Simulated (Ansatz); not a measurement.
The cell is Si, 4H polytype; cell and atoms were relaxed with r2SCAN. It is hexagonal, P6_3/mmc (No. 194); conventional cell a = 3.840 Å, c = 12.624 Å, 20.15 Å³ an atom. Around Si lie 4 Si at 2.35 Å; around Si lie 4 Si at 2.35–2.38 Å.

```yaml
crystal:
  lattice:
    - [3.84015, 0.00000, 0.00000]
    - [-1.92008, 3.32567, 0.00000]
    - [0.00000, 0.00000, 12.62381]
  atoms:
    - { symbol: Si, position: [0.00000, 0.00000, 0.00055] }
    - { symbol: Si, position: [0.33333, 0.66667, 0.24967] }
    - { symbol: Si, position: [0.00000, 0.00000, 0.50055] }
    - { symbol: Si, position: [0.66667, 0.33333, 0.74967] }
    - { symbol: Si, position: [0.00000, 0.00000, 0.18695] }
    - { symbol: Si, position: [0.33333, 0.66667, 0.43783] }
    - { symbol: Si, position: [0.00000, 0.00000, 0.68695] }
    - { symbol: Si, position: [0.66667, 0.33333, 0.93783] }
```

The questions ask for values computed with Ansatz on this geometry. No spin polarisation. The prototype was imposed, so other structures may be more stable.

Given (12×12×2 mesh): With PBE the valence top lies at Γ and the conduction bottom at Γ–M (0.90 of the way from Γ), 0.57 eV higher; the smallest vertical gap, at Γ, is 1.27 eV.

Question: How does the gap change from PBE to r2SCAN (12×12×2)?

Answer: With r2SCAN the valence top lies at Γ and the conduction bottom at Γ–M (0.91 of the way from Γ), 0.76 eV higher; the smallest vertical gap, at Γ, is 1.60 eV. The gap differs by +0.19 eV from PBE's.

Question: Estimate the gap with PBE0 on 6×6×2.

Answer: The PBE0 gap is indirect, 1.78 eV (Γ to Γ–M (0.91 of the way from Γ)), below the direct gap of 2.60 eV at Γ. The gap differs by +1.21 eV from PBE's.

Question: How strongly does the crystal screen a field with clamped ions (r2SCAN)?

Answer: ε∞: 11.67 along x and y, 12.31 along z. Born charges, averaged over directions: Si -0.02 to +0.02 e. The program notes that the ground state's band table doesn't vouch for all the bands that the response reads.

Where an edge lies off the special points, it is a point of the mesh or the k point where a search put PBE's edge or least direct gap, reused for the other functionals, whose own edges may lie a little apart.

The meshes of the hybrids are coarse, so their gaps aren't converged to the digits shown.
